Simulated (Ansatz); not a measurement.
CaF2 (fluorite)

```
CaF2
1.0
    0.00000     5.43914     5.43914
    2.71957     2.71957     5.43914
    2.71957     2.71957     0.00000
Ca F
2 4
Direct
  0.00000   0.00000   0.00000
  0.50000   0.00000   0.00000
  0.00000   0.25000   0.25000
  0.50000   0.25000   0.25000
  0.00000   0.75000   0.75000
  0.50000   0.75000   0.75000
```

A phonon eigenvector at X = (0.5, 0.5, 0.0) is frozen into this cell: atom i moves by Q times the vector below, so Q is the largest atomic displacement, in Å. The cell is held. It is one choice among 2 degenerate patterns. (q is in reciprocal vectors of the primitive cell; the cell shown is doubled to hold the pattern.)

| atom | x | y | z |
|---|---|---|---|
| Ca1 | -0.235 | 0.000 | 0.000 |
| Ca2 | 0.235 | 0.000 | 0.000 |
| F3 | 0.000 | 1.000 | 0.000 |
| F4 | 0.000 | -1.000 | 0.000 |
| F5 | 0.000 | 1.000 | 0.000 |
| F6 | 0.000 | -1.000 | 0.000 |

Computed with r2SCAN (plane waves to 500 eV, PAW, scalar-relativistic; Ansatz, a first-principles code). k mesh 11×11×11 (Γ-centred), Fermi-Dirac smearing 0.05 eV. CaF2 was relaxed with its symmetry unable to fall. 

| Q (Å) | −dE/dQ from forces (eV/Å) |
|---|---|
| -0.180 | 7.061 |
| -0.150 | 5.631 |
| -0.120 | 4.345 |
| -0.090 | 3.169 |
| -0.060 | 2.070 |
| -0.030 | 1.023 |
| 0.000 | 0.000 |
| 0.030 | -1.023 |
| 0.060 | -2.070 |
| 0.090 | -3.169 |
| 0.120 | -4.345 |
| 0.150 | -5.631 |
| 0.180 | -7.061 |

What harmonic wavenumber does the curvature at Q = 0 give?

339 cm⁻¹. E″ = 33.96 eV/Å², M = Σ mᵢ|uᵢ|² = 80.4 u, ν̃ = 521.5·√(|E″|/M).

(A displaced cell: forces are minus the slopes of the energy, force constants its curvatures, and phonons follow from these.)
